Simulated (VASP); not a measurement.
MnS: single point with LDA+U

The system is MnS.

```
CELL_PARAMETERS angstrom
0.00000 2.80000 2.80000
5.60000 2.80000 2.80000
5.60000 5.60000 0.00000
ATOMIC_POSITIONS crystal
Mn 0.00000 0.00000 0.00000
Mn 0.00000 0.00000 0.50000
S 0.75000 0.75000 0.00000
S 0.75000 0.75000 0.50000
```

```yaml
Program: VASP 6.6.1
Task: single point
Functional: LDA
Potentials_or_basis: VASP PAW LDA potentials, release 64 (Mn_pv, S)
Cutoff: 520 eV
k_mesh: 6 × 6 × 6
Occupations: gaussian, width 0.05 eV
Spin: collinear spin, twin_end start
Starting_moments: "[4.38, -4.38, 0.0, 0.0] μB"
Hubbard_terms: Mn d U = 8.0 eV
Dipole_correction: no
Further_INCAR_settings: ALGO = Normal; EDIFF = 1e-06; NBANDS = 31
```

The pressure is 1.5 GPa. The band gap on the k mesh is 2.76 eV, the net moment is 0.00 μB per cell and the site moments are Mn +4.62, -4.62; S +0.00 μB. The valence electrons inside the program's atomic spheres are Mn 11.39; S 3.79.

Stress tensor (GPa, compression positive):
```
1.38 0.00 0.00
0.00 1.62 0.00
0.00 0.00 1.62
```

Levels at points of the mesh, in eV from the valence-band top:
Spin up:
```tsv
k point	band 17	band 18	band 19	band 20	band 21	band 22
(0.00, 0.00, 0.00)	-0.21	0.00	0.00	2.76	3.33	4.30
(0.50, 0.00, 0.00)	-0.81	-0.27	-0.18	4.09	4.75	5.04
(0.50, 0.50, 0.00)	-1.49	-1.49	-1.34	3.02	3.02	3.94
(0.00, 0.00, 0.50)	-1.34	-0.90	-0.29	4.53	5.21	5.21
(0.50, 0.00, 0.50)	-1.86	-1.86	-1.79	4.02	4.02	5.25
(0.00, 0.50, 0.50)	-1.30	-0.21	-0.21	4.19	4.58	5.08
```
Spin down:
```csv
k point,band 17,band 18,band 19,band 20,band 21,band 22
"(0.00, 0.00, 0.00)",-0.21,0.00,0.00,2.76,3.33,4.30
"(0.50, 0.00, 0.00)",-0.81,-0.27,-0.18,4.09,4.75,5.04
"(0.50, 0.50, 0.00)",-1.49,-1.49,-1.34,3.02,3.02,3.94
"(0.00, 0.00, 0.50)",-1.34,-0.90,-0.29,4.53,5.21,5.21
"(0.50, 0.00, 0.50)",-1.86,-1.86,-1.79,4.02,4.02,5.25
"(0.00, 0.50, 0.50)",-1.30,-0.21,-0.21,4.19,4.58,5.08
```

Eigenvalues of the final occupation matrices:
| site | spin | trace | eigenvalues |
| --- | --- | --- | --- |
| site 1 d | 1 | 4.74 | 0.94 0.94 0.95 0.95 0.95 |
| site 1 d | 2 | 0.17 | 0.01 0.02 0.05 0.05 0.05 |
| site 2 d | 1 | 0.17 | 0.01 0.02 0.05 0.05 0.05 |
| site 2 d | 2 | 4.74 | 0.94 0.94 0.95 0.95 0.95 |

Run time: 3 min on 1 thread of Intel(R) Xeon(R) 6975P-C (Granite Rapids) (shared host), peak memory 0.34 GiB.

A k mesh can miss the band edges. The state reached can hang on the start; a lower one may exist.
